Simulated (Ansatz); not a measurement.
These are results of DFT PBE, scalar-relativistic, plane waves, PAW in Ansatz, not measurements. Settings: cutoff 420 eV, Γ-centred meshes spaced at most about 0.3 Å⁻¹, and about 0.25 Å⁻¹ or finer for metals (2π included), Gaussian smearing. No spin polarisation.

All energies are static (0 K, no zero-point motion).

Two relaxed structures of Y3N:

A.

```xyz
4
Lattice="4.9979 0.0000 0.0000 -2.4989 4.3283 0.0000 0.0000 0.0000 4.4536" Properties=species:S:1:pos:R:3 pbc="T T T"
Y     0.0000    0.0000    2.2268
Y     0.0000    2.8855    0.0000
Y     2.4989    1.4428    0.0000
N     0.0000    0.0000    0.0000
```

B.

```xyz
4
Lattice="0.0000 3.6067 3.6067 3.6067 0.0000 3.6067 3.6067 3.6067 0.0000" Properties=species:S:1:pos:R:3 pbc="T T T"
Y     1.8034    1.8034    1.8034
Y     5.4101    5.4101    5.4101
Y     3.6067    3.6067    3.6067
N     0.0000    0.0000    0.0000
```

Question: Which form is favoured at zero pressure, and by what margin per atom?

Answer: A is lower, by 1.05 eV/atom. A has space group P6/mmm (No. 191), 24.1 Å³/atom and no gap on its mesh; B has the BiF3 (D0_3) type, space group Fm-3m (No. 225), 23.5 Å³/atom and no gap. Counting Y atoms around N (those within 1.25 times the shortest such distance or 1.15 times the sum of covalent radii; a plus sign parts nearer from farther groups; the shortest distance is added where it is long for a bond), A has N 2+6 and B has N 8+6 from 3.1 Å. Both come from invented guesses.

Cells relaxed within their symmetry can be saddle points.
